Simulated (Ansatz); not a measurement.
# CdSe (F-43m) in Ansatz: notebook, part 2 of 2

Ansatz 0.2.0.

**3. Elastic constants, PBEsol**

The input, input.yaml:

```yaml
crystal:
  lattice:
    - [0.0, 3.0702711986, 3.0702711986]
    - [3.0702711986, 0.0, 3.0702711986]
    - [3.0702711986, 3.0702711986, 0.0]
  atoms:
    - { symbol: Cd, position: [0.0, 0.0, 0.0] }
    - { symbol: Se, position: [0.25, 0.25, 0.25] }
kpoints:
  mp_grid: { grid: [6, 6, 6] }
scf:
  occupations: { method: fermi_dirac, width: 0.05 }
hamiltonian:
  xc: pbesol
  pseudopotentials: { kind: all_electron, lapw: { basis_error: 0.001 } }
output:
  forces: true
  stress: true
elastic:
  mode: clamped_ion
  stencil: two_point
```

Potentials or basis: all-electron LAPW, scalar-relativistic.

Started as:

```
> ansatz run input.yaml --threads 1 --pin off --max-ram 3072MiB --backend cpu --events-out ev --progress --plain --runs-dir out
```

The log of the run:

```text
Warning: RAYON_NUM_THREADS=1 ignored (pool sized by the plan → 1); use --threads N
LAPW: plane waves up to 8.690 Å⁻¹, error target 1.0e-3 eV per atom; small_component_spin mean_spin; Se in spheres of 1.241 Å, 24 of its electrons in bands, Dirac shells []; Cd in spheres of 1.338 Å, 20 of its electrons in bands, Dirac shells [] (how accurate: hamiltonian.pseudopotentials.lapw.basis_error, Limitations)
Engine: ansatz 0.2.0, aarch64-unknown-linux-gnu
Pseudopotentials: kind: all_electron
Pseudopotential: Cd, LAPW, valence charge 20, lapw/all_electron/scalar/gaussian/Cd, Koelling and Harmon's equation, gaussian nucleus
Pseudopotential: Se, LAPW, valence charge 24, lapw/all_electron/scalar/gaussian/Se, Koelling and Harmon's equation, gaussian nucleus
Functional definition: PBEsol
  exchange = pbesol_x
  correlation = pbesol_c
Crystal: 2 atoms, lattice volume = 57.884 Å³
Basis set: ecut = 287.71069032880837 eV, 645 PW (Γ), exchange–correlation at level 2
Bands: 27, of which v1, the nominal top of the filled ones, is band 22 counted from 1 (21 counted from 0)
Symmetry: 24 space group operations
Space group: F-43m (ITA 216), of the structure as read, at distance tolerance 3.9e-5 Å
k-points: 16 of 216 (time reversal used)
Non-local potential: Cd, projectors of the file, none
Non-local potential: Se, projectors of the file, none
Initial density: superposition of atomic densities (chi_scale 0.1, normalization cell, long waves kept (reshape's long-wave potential 0.00 eV rms))
Initial wavefunctions: plane waves of lowest kinetic energy (no species holds an atomic orbital)
Functional: x = pbesol(κ = 0.804, μ = 0.12345679012345678), c = pbesol(β = 0.046)
iter 1 solved again at ethr=2.18e-3 eV; its pass at ethr=1.00e-1 eV (dr2=9.60e-1 eV) is discarded
SCF iter   1: F=—  HF=-218247.372903 eV  |F-HF|=—  |Δ(HF+E_count)|=         —  Δρ=2.78e-2  dr2=9.62e-1  ethr=2.18e-3  ⟨swp⟩=2.0  Hψ=2694  notcnv=0
preconditioner: auto → none  [insulator: Δε(μ)=0.923 eV  Ē_g=12.256 eV  σ=0.050 eV  W_gap=1.00  n_scr=14 (ndim 8)  ℏωp=20.7 eV  f_vac=0.235  D(μ)=0.00/eV (n_scr^D=0)  ε∞_Penn≈3.9]
iter 2 solved again at ethr=5.54e-5 eV; its pass at ethr=2.18e-3 eV (dr2=2.44e-2 eV) is discarded
SCF iter   2: F=—  HF=-218247.046443 eV  |F-HF|=—  |Δ(HF+E_count)|=   3.26e-1  Δρ=7.59e-3  dr2=2.44e-2  ethr=5.54e-5  ⟨swp⟩=2.0  Hψ=2239  notcnv=0
SCF iter   3: F=—  HF=-218247.006688 eV  |F-HF|=—  |Δ(HF+E_count)|=   3.98e-2  Δρ=4.35e-3  dr2=1.12e-2  ethr=5.54e-5  ⟨swp⟩=3.0  Hψ=1348  notcnv=0
SCF iter   4: F=—  HF=-218247.004915 eV  |F-HF|=—  |Δ(HF+E_count)|=   1.77e-3  Δρ=1.29e-3  dr2=8.84e-4  ethr=2.54e-5  ⟨swp⟩=2.0  Hψ=1233  notcnv=0
SCF iter   5: F=—  HF=-218247.004810 eV  |F-HF|=—  |Δ(HF+E_count)|=   1.05e-4  Δρ=1.68e-4  dr2=9.99e-6  ethr=2.01e-6  ⟨swp⟩=2.0  Hψ=1233  notcnv=0
SCF iter   6: F=—  HF=-218247.004813 eV  |F-HF|=—  |Δ(HF+E_count)|=   3.00e-6  Δρ=3.73e-5  dr2=5.97e-7  ethr=2.27e-8  ⟨swp⟩=2.2  Hψ=1236  notcnv=0
SCF iter   7: F=—  HF=-218247.004814 eV  |F-HF|=—  |Δ(HF+E_count)|=   8.91e-7  Δρ=7.15e-6  dr2=2.01e-8  ethr=1.36e-9  ⟨swp⟩=3.0  Hψ=1305  notcnv=0
SCF iter   8: F=—  HF=-218247.004814 eV  |F-HF|=—  |Δ(HF+E_count)|=   4.98e-8  Δρ=8.71e-7  dr2=3.93e-10  ethr=4.56e-11  ⟨swp⟩=3.0  Hψ=1310  notcnv=0
SCF iter   9: F=—  HF=-218247.004814 eV  |F-HF|=—  |Δ(HF+E_count)|=  9.02e-10  Δρ=7.60e-8  dr2=4.59e-12  ethr=3.53e-12 (applied; sched 1.00e-12)  ⟨swp⟩=3.0  Hψ=1273  notcnv=0
SCF iter  10: F=-218247.004814 eV  HF=-218247.004814 eV  |F-HF|=1.46e-10  |Δ(HF+E_count)|=  2.91e-11  Δρ=5.20e-9  dr2=2.40e-14  ethr=3.45e-12 (applied; sched 1.00e-12)  ⟨swp⟩=2.0  Hψ=1233  notcnv=0
SCF 1 converged in 10 iterations: F = -218247.004814 eV  dr2 = 2.40e-14
Crystal: 2 atoms, lattice volume = 57.768 Å³
Basis set: ecut = 288.0949450783923 eV, 645 PW (Γ), exchange–correlation at level 2
Symmetry: 8 space group operations
k-points: 30 of 216 (time reversal used)
Initial density: handed on by an earlier stage of this run
Initial wavefunctions: plane waves of lowest kinetic energy (no species holds an atomic orbital; no wavefunctions were taken with the density)
iter 1 solved again at ethr=3.77e-8 eV; its pass at ethr=1.00e-1 eV (dr2=1.66e-5 eV) is discarded
SCF iter   1: F=—  HF=-218247.005768 eV  |F-HF|=—  |Δ(HF+E_count)|=         —  Δρ=5.52e-5  dr2=3.26e-6  ethr=3.77e-8  ⟨swp⟩=5.4  Hψ=6931  notcnv=0
preconditioner: auto → none  [insulator: Δε(μ)=0.424 eV  Ē_g=12.677 eV  σ=0.050 eV  W_gap=0.97  n_scr=14 (ndim 8)  ℏωp=20.7 eV  f_vac=0.255  D(μ)=0.01/eV (n_scr^D=0)  ε∞_Penn≈3.7]
[... 48 lines left out ...]
SCF 5 converged in 8 iterations: F = -218247.004786 eV  dr2 = 1.33e-14
SCF converged after 10 iterations
Free energy (F): -218247.004814 eV
Harris-Foulkes:  -218247.004814 eV  (|F-HF|=1.46e-10)
Internal energy: -218247.004684 eV  (E = F + TS)
E sigma→0 (E₀):  -218247.004749 eV
Entropy (-TS):   -0.000130 eV (-0.065 meV/atom)
Fermi energy:    7.858938 eV
--- Per-component energies (eV) ---
  E_band       = -2111.888243
  E_kinetic    = 227029.581276
  E_xc         = -6488.161316
  E_electrostatic = -438788.424644  (all electrons and nuclei)
  E_smearing   = -0.000130  (= −TS)
  E_closure    = 0.000000  (closes the sum)
  E_atoms      = -218240.837515  (free atoms, spherical and without spin; not in F)
  Σ components = -218247.004814   (vs F -218247.004814, Δ=0.00e0)
  Basis errors (estimates in eV, not in F): energy 4.2e-4 per atom: plane waves 4.0e-4 (2.3e-4 summed), levels above the bands 4.3e-86, relativity 4.2e-8, radial functions 2.7e-5, core shells 1.4e-6; eigenvalues (radial functions only) 5.8e-7; not estimated: angular momenta, meshes, grids; target (lapw.basis_error) 1.0e-3; muffin-tin radii Se 1.241 Å, Cd 1.338 Å
--- Forces (eV/Å), atoms counted from 1 ---
  atom   1  Cd    -0.00000000     0.00000000    -0.00000000
  atom   2  Se     0.00000000    -0.00000000     0.00000000
  max |Σ_I F_I| component: 2.78e-17 eV/Å
--- Stress (GPa, compression-positive) ---
       -1.377564       0.000000       0.000000
        0.000000      -1.377564       0.000000
        0.000000       0.000000      -1.377564
  P = ⅓ Tr σ = -1.3776 GPa (-13.776 kbar)
--- Band table (eV; the first three rows and the last of 16) ---
  k-point 0: bands = ["-198.9393", "-138.6033", "-138.6033", "-138.6033", "-93.8360", "-54.9358", "-54.9358", "-54.9358", "-39.0367", "-39.0367", "-39.0367", "-39.0337", "-39.0337", "-4.8484", "-0.2029", "-0.2029", "-0.2029", "0.1475", "0.1475", "7.6167", "7.6167", "7.6167", "8.0404", "13.4799", "13.4799", "13.4799", "17.0990"]
  k-point 1: bands = ["-198.9393", "-138.6033", "-138.6033", "-138.6033", "-93.8360", "-54.9359", "-54.9358", "-54.9358", "-39.0368", "-39.0367", "-39.0367", "-39.0337", "-39.0337", "-4.7607", "-0.1759", "-0.1759", "-0.1193", "0.1466", "0.1466", "5.9090", "7.4158", "7.4158", "9.3797", "13.2014", "13.7938", "13.7938", "17.6370"]
  k-point 2: bands = ["-198.9393", "-138.6033", "-138.6033", "-138.6033", "-93.8360", "-54.9360", "-54.9358", "-54.9358", "-39.0368", "-39.0367", "-39.0367", "-39.0336", "-39.0336", "-4.5824", "-0.1310", "-0.1310", "0.1566", "0.1566", "0.1629", "4.1655", "7.0604", "7.0604", "9.8830", "13.9866", "14.0391", "14.0391", "17.2206"]
  k-point 15: bands = ["-198.9393", "-138.6033", "-138.6033", "-138.6033", "-93.8360", "-54.9360", "-54.9359", "-54.9359", "-39.0368", "-39.0367", "-39.0367", "-39.0337", "-39.0336", "-4.3807", "-0.0267", "-0.0102", "0.0880", "0.1733", "0.5675", "3.6940", "5.5531", "5.5721", "11.8827", "12.1088", "15.0141", "15.4834", "17.7909"]
--- Elastic constants: 2 strain directions × 2 members + reference (group order 24) ---
  dense FFT box of the reference and of every strained cell: 30×30×30
  strains applied: 11, 23; error gains: componentwise 1.00 (the most a stress slope's error grows in a printed constant), spectral 1.73 (1 for all six strains in a standard setting)
  C = ∂σ_k/∂η_j (tension-positive GPa; Voigt order 11 22 33 23 13 12):
        58.304     39.094     39.094      0.000      0.000      0.000
        39.094     58.304     39.094     -0.000      0.000     -0.000
        39.094     39.094     58.304     -0.000     -0.000     -0.000
         0.000      0.000      0.000     39.782     -0.000      0.000
        -0.000     -0.000      0.000      0.000     39.782     -0.000
        -0.000      0.000     -0.000     -0.000     -0.000     39.782
  reference stress σ⁰ (GPa):      1.378      1.378      1.378     -0.000     -0.000     -0.000
  no Pulay correction (none for the plane-wave cutoff is built on LAPW): the batch's stresses and constants are at fixed plane waves
  C* (energy form; C + prestress term) asymmetry max|C*_kj − C*_jk| = 2.132e-14 GPa — a small one proves nothing (zero by symmetry where the batch's group is 432, −43m or m−3m); a large one is finite-difference/SCF noise where every solve meets its electron count
  moduli (Voigt/Reuss/Hill, GPa): K = 45.50/45.50/45.50   G = 27.71/17.63/22.67   E = 58.32   ν = 0.286
  mechanically stable: yes (min eigenvalue of sym C = 19.21 GPa)
  where every solve meets its electron count the energy-path curvature estimates C_jj along a normal strain and C_jj − ¼(σ⁰_aa + σ⁰_bb) along a shear (ab), closely only under elastic.basis: deformed
  strain η (Voigt 11):  stress-route row diagonal C_11 = 58.30 GPa, energy-path curvature d²(F+E_count)/dδ²/Ω₀ = 58.30 GPa
         δ    σ_11 (GPa)             F (eV)   n_scf  n_hpsi   n_pw
    -2.000e-3       1.2607     -218247.0057673       8   25111    654
     2.000e-3       1.4939     -218247.0037767       8   25077    654
  strain η (Voigt 23):  stress-route row diagonal C_44 = 39.78 GPa, energy-path curvature d²(F+E_count)/dδ²/Ω₀ = 39.09 GPa
         δ    σ_23 (GPa)             F (eV)   n_scf  n_hpsi   n_pw
    -2.000e-3      -0.0796     -218247.0047859       8   38341    654
     2.000e-3       0.0796     -218247.0047859       8   38350    654
```

elastic.tsv:

```text
# convention: tension-positive GPa; Voigt order 11 22 33 23 13 12; engineering shear strains; stresses and constants hold the Pulay correction, whose part of sigma0, of c and of each member's stress the lines and columns named pulay_correction_..._gpa give (of c_energy it is that of c and, on the columns of strains 1 to 3, that of sigma0; of a layer's constants it is that of c in the plane, times a tenth of its plane spacing in ang); where a line pulay_correction_withheld stands none holds it
[... 15 lines left out ...]
6	-3.9225031010e-30	3.9225033807e-30	-7.0064923216e-46	-1.9721522631e-31	-7.9617895057e-21	3.9782150333e1	-1.1580555915e-17	-1.1580555915e-17	-1.1580555915e-17	-1.9721522631e-31	-7.9617895057e-21	3.9782150333e1	nan	nan	nan	nan	nan	nan
```

elastic_members.tsv:

```text
# convention: tension-positive GPa; Voigt order 11 22 33 23 13 12; engineering shear strains; stresses and constants hold the Pulay correction, whose part of sigma0, of c and of each member's stress the lines and columns named pulay_correction_..._gpa give (of c_energy it is that of c and, on the columns of strains 1 to 3, that of sigma0; of a layer's constants it is that of c in the plane, times a tenth of its plane spacing in ang); where a line pulay_correction_withheld stands none holds it
[... 14 lines left out ...]
3	2.0000000000e-3	1.3773001269e0	1.3772370844e0	1.3772370844e0	7.9564411026e-2	1.3896667098e-16	0.0000000000e0	-2.1824700479e5	-2.1824700472e5	8	38350	654	nan	nan	0.0000000000e0	nan	nan	nan	nan	nan	nan	nan	0.0000000000e0
```

Run time: 93 s. Hardware: 1 thread of Arm Neoverse V1, shared host; peak memory 0.36 GiB.

Results:

* Free energy: -218247.0048 eV
* Pressure: -1.4 GPa
* Band gap on the k mesh: 0.42 eV, direct
* Clamped-ion elastic constants C11, C12, C44: 58, 39, 40 GPa
* Voigt bulk modulus: 45 GPa

Elastic tensor in Voigt notation (GPa, ions clamped, in the Cartesian axes of the cell as first typed):
```
58 39 39  0  0  0
39 58 39  0  0  0
39 39 58  0  0  0
 0  0  0 40  0  0
 0  0  0  0 40  0
 0  0  0  0  0 40
```

Expect the measured gap to be larger: semilocal functionals such as PBEsol lack the derivative discontinuity.

**4. Band structure, revPBE**

input.yaml, as its differences from that of step 3:

```diff
@@ -9,3 +9,14 @@
 kpoints:
-  mp_grid: { grid: [6, 6, 6] }
+  mp_grid: { grid: [8, 8, 8] }
+  band_path:
+    path:
+      - [0.0, 0.0, 0.0]
+      - [0.5, 0.0, 0.5]
+      - [0.5, 0.25, 0.75]
+      - [0.375, 0.375, 0.75]
+      - [0.0, 0.0, 0.0]
+      - [0.5, 0.5, 0.5]
+      - [0.625, 0.25, 0.625]
+      - [0.5, 0.25, 0.75]
+    npoints: 6
 scf:
@@ -13,3 +24,3 @@
 hamiltonian:
-  xc: pbesol
+  xc: revpbe
   pseudopotentials: { kind: all_electron, lapw: { basis_error: 0.001 } }
@@ -18,4 +29,2 @@
   stress: true
-elastic:
-  mode: clamped_ion
-  stencil: two_point
+  eigenvalues: true
```

Started as:

```
> ansatz run input.yaml --threads 1 --pin off --max-ram 3072MiB --backend cpu --events-out ev --progress --plain --runs-dir out
```

Wall time 19 s (1 thread of Arm Neoverse V2, shared host); peak memory 0.29 GiB.

The run converged. Its results:

```
Free energy             : -218372.5749 eV
Pressure                : 2.7 GPa
Band gap on the k mesh  : 0.68 eV, direct
Band gap along the path : 0.68 eV, direct
```

Levels at the corners of the path, in eV from the valence-band top:
```tsv
point	band 18	band 19	band 20	band 21	band 22	band 23	band 24	band 25	band 26	band 27
Γ	-7.50	-7.50	0.00	0.00	0.00	0.68	6.00	6.00	6.00	9.87
X	-7.45	-7.16	-3.91	-1.74	-1.74	3.34	3.81	9.11	10.14	10.14
W	-7.50	-7.05	-3.81	-2.10	-2.06	4.96	5.34	6.52	7.74	10.43
K	-7.48	-7.09	-3.84	-2.36	-1.42	3.82	5.18	8.33	8.58	8.69
Γ	-7.50	-7.50	0.00	0.00	0.00	0.68	6.00	6.00	6.00	9.87
L	-7.48	-7.23	-4.17	-0.70	-0.70	2.46	6.51	6.51	7.48	10.13
U	-7.48	-7.09	-3.84	-2.36	-1.42	3.82	5.18	8.33	8.58	8.69
W	-7.50	-7.05	-3.81	-2.10	-2.06	4.96	5.34	6.52	7.74	10.43
```

As with any semilocal functional, this revPBE gap is likely too small.

**5. The runs side by side**

| task | level | k mesh | cutoff (eV) | gap on the mesh (eV) | pressure (GPa) |
| --- | --- | --- | --- | --- | --- |
| band structure | RPBE | 8 × 8 × 8 | 266 | 0.73 | 3.2 |
| elastic constants | PBEsol | 6 × 6 × 6 | 288 | 0.42 | -1.4 |
| band structure | revPBE | 8 × 8 × 8 | 266 | 0.68 | 2.7 |

Alike in all rows: potentials or basis all-electron LAPW, scalar-relativistic; no spin polarisation; cell as given; smearing fermi-dirac 0.05 eV; basis error allowed 0.001 eV/atom.

On the cell as given the gap runs from 0.42 eV (PBEsol) to 0.73 eV (RPBE); the meshes differ, which moves gaps too. The pressure there spans -1.4 GPa (PBEsol) to 3.2 GPa (RPBE); a positive pressure means that this level wants a larger cell, a negative one a smaller.

Compare energies only between runs with the same functional and basis.
